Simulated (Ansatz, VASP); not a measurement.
TaN: VASP beside Ansatz

```
Ta N
1.0
     0.00000    2.17171    2.17171
     2.17171    0.00000    2.17171
     2.17171    2.17171    0.00000
Ta N
1 1
Direct
  0.50000 0.50000 0.50000
  0.00000 0.00000 0.00000
```

Change from the starting cell: volume scaled by 0.99, crystal datasets.

Alike in both runs: task electric field gradients; functional PBE; k mesh 9 × 9 × 9; occupations fermi-dirac, width 0.02 eV; no spin polarisation.

|  | VASP | Ansatz |
| --- | --- | --- |
| version | VASP 6.6.1 | Ansatz 0.2.0 |
| potentials or method | VASP PAW PBE potentials, release 64 (Ta_pv, N), cutoff 520 eV | all-electron PAW with datasets made for the crystal, scalar-relativistic |

VASP gave:

```
pressure (GPa)                                                 : 19.5
Vzz of the field gradient on the site that differs most (V/Å²) : 0.0
```

**Question.** What did Ansatz give for the same quantities?

**Answer.** Pressure (GPa): 18.5; Vzz of the field gradient on the site that differs most (V/Å²): 0.0.

Ansatz ran all-electron here, so the differences hold the error of VASP's frozen core and of both bases. Ansatz warned: «gradients_without_spin_orbit».

Caveats: so large a pressure means that the cell lies far from this level's equilibrium, or that cutoff or potentials fall short (VASP). The runs have no spin-orbit coupling, so splittings on Ta are missing.
